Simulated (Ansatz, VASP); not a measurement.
## Two plane-wave programs on Ti3HN3

```
CELL_PARAMETERS angstrom
3.00286 0.00000 0.00000
-1.50143 2.60055 0.00000
0.00000 0.00000 21.55415
ATOMIC_POSITIONS crystal
N 0.33333 0.66667 0.18558
N 0.00000 0.00000 0.29933
N 0.66667 0.33333 0.41473
Ti 0.66667 0.33333 0.24245
Ti 0.33333 0.66667 0.35751
Ti 0.00000 0.00000 0.46646
H 0.33333 0.16667 0.53688
```

Alike in both runs: functional PBE; k mesh 9 × 9 × 1; occupations gaussian, width 0.1 eV; no spin polarisation.

Ansatz relaxed the structure, and its values are those at the end. VASP's run is a single point on that final structure, the one shown.

|  | VASP | Ansatz |
| --- | --- | --- |
| version | VASP 6.6.1 | Ansatz 0.2.0 |
| potentials or method | VASP PAW PBE potentials, release 64 (N, Ti_sv, H) | scalar-relativistic, plane waves, PAW |
| plane-wave cutoff (eV) | 520 | 420 |
| valence electrons in the cell | 52 | 52 |

|  | VASP | Ansatz | Ansatz less VASP |
| --- | --- | --- | --- |
| gap on the k mesh at the Fermi level (eV) | none | none | - |
| rms of the force components (eV/Å) | 1.579 | 1.585 | +0.0052 |

A gap of «none» marks a metal or a gap that the smearing closes. The functional is the same, so the differences come from potentials, cutoffs and numerics.
